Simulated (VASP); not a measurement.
A run of VASP 6.6.1:

File INCAR:

```
PREC = Accurate
ENCUT = 900
EDIFF = 1E-6
ISMEAR = -1
SIGMA = 0.05
LREAL = False
LASPH = True
NELM = 60
ALGO = Fast
ISIF = 2
LWAVE = False
LCHARG = False
LDIPOL = True
IDIPOL = 3
DIPOL = 0.5 0.5 0.500
GGA = PE
```

KPOINTS

```
Automatic mesh
0
Gamma
  6 6 1
```

POSCAR

```
SnS2
1.0
    3.6758468805      0.0000000000      0.0000000000
   -1.8379234403      3.1833767789      0.0000000000
    0.0000000000      0.0000000000     30.2610129015
S Sn
6 3
Direct
    0.0000000000      0.0000000000      0.2478436536
    0.3333333300      0.6666666600      0.3444056653
    0.0000000000      0.0000000000      0.4517189942
    0.6666666700      0.3333333400      0.5482810058
    0.0000000000      0.0000000000      0.6555943347
    0.3333333300      0.6666666600      0.7521563464
    0.6666666700      0.3333333400      0.2961304108
    0.3333333300      0.6666666600      0.5000057513
    0.6666666700      0.3333333400      0.7038810919
```

Potentials or basis: VASP PAW PBE potentials, release 64 (S, Sn_d).

Command:

```bash
$ cat potpaw_PBE.64/S/POTCAR potpaw_PBE.64/Sn_d/POTCAR > POTCAR
$ mpirun -np 1 vasp_std > vasp.out
```

Hardware: 1 thread of AMD EPYC 7R43 64-Core Processor (Zen 3), with other jobs on the host.

Task: Estimate the wall time of this run.

Result: Wall time 7.2 min on 1 thread of AMD EPYC 7R43 64-Core Processor (Zen 3), on a shared host, peak memory 0.82 GiB. Counts: scf iterations 19, k points 7.
